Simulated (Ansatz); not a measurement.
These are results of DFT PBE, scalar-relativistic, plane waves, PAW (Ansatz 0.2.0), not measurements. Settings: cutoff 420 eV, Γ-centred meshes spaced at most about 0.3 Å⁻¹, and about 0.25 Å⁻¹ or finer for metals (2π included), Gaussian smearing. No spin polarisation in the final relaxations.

Temperature and zero-point effects are left out.

Compare these two cells of TiSi2, each relaxed at this level.

A.

Space group P4/mmm (No. 123). a = 3.396 Å, b = 3.396 Å, c = 4.849 Å, α = 90.00°, β = 90.00°, γ = 90.00°
```
atom  site  symmetry       x       y       z
  Ti    1b     4/mmm  0.0000  0.0000  0.5000
  Si    1c     4/mmm  0.5000  0.5000  0.0000
  Si    1a     4/mmm  0.0000  0.0000  0.0000
```

B.

Space group P4mm (No. 99). a = 3.203 Å, b = 3.203 Å, c = 5.175 Å, α = 90.00°, β = 90.00°, γ = 90.00°
```
atom  site  symmetry       x       y       z
  Ti    1b       4mm  0.5000  0.5000  0.2874
  Si    1b       4mm  0.5000  0.5000  0.7918
  Si    1a       4mm  0.0000  0.0000  0.0251
```

**Question.** Which form is favoured at zero pressure, and by what margin per atom?

**Answer.** B is lower, by 0.39 eV/atom. A has space group P4/mmm (No. 123), 18.6 Å³/atom and no gap on its mesh; B has space group P4mm (No. 99), 17.7 Å³/atom and no gap. Counting Si atoms around Ti (those within 1.25 times the shortest such distance or 1.15 times the sum of covalent radii, 1.27 where that leaves under three; a plus sign parts nearer from farther groups), A has Ti 2+8 and B has Ti 6. A holds Si–Si nets (shortest 2.40 Å); in B the shortest Si–Si distance is 2.57 Å, near bonding range too. The denser one is the lower, and pressure would at first widen the difference. Even the lower one lies +0.18 eV/atom against the reference forms of the elements (uncorrected), so neither is stable at this level. In A, around Ti lie 2 Si at 2.42 Å, 4 Ti at 3.40 Å and 8 Si at 3.41 Å; Si on its first site is surrounded by 4 Si at 2.40 Å; Si on its second site is surrounded by 4 Si at 2.40 Å and 2 Ti at 2.42 Å. In B, Ti is surrounded by 6 Si at 2.56–2.64 Å and 4 Ti at 3.20 Å; around Si on its first site lie 2 Ti at 2.56–2.61 Å, 4 Si at 2.57 Å and 4 Si at 3.20 Å; Si on its second site has 4 Si at 2.57 Å, 4 Ti at 2.64 Å and 4 Si at 3.20 Å. Both come from invented guesses. A third cell relaxed alike, in Cmcm (a Materials Project cell), lies 0.75 eV/atom below the lower of the two.

Cells relaxed within their symmetry can be saddle points.

B's advantage probably comes from more effective Ti–Si bonding. In A the flat silicon net keeps Si–Si contacts close to a normal single bond, but titanium has only two near silicon neighbours, at a rather compressed distance, and the other eight are too far away to bond strongly. Puckering the net in B stretches the Si–Si contacts to 2.57 Å, which weakens them, yet brings six silicon atoms within reach of titanium. The gain in Ti d–Si p hybridisation, together with relief of the short axial contacts, apparently outweighs the lost Si–Si bonding.

The positive energy of B relative to the elements reflects an unfavourable arrangement, not an inability of titanium and silicon to form this disilicide. The Cmcm cell lies far enough below B to be bound against the elements, in line with the well-known stability of TiSi2. Cmcm is also the symmetry of the metastable C49 phase; the face-centred orthorhombic C54 phase, the stable form in practice, is not among the cells compared, so the ground state remains open here.
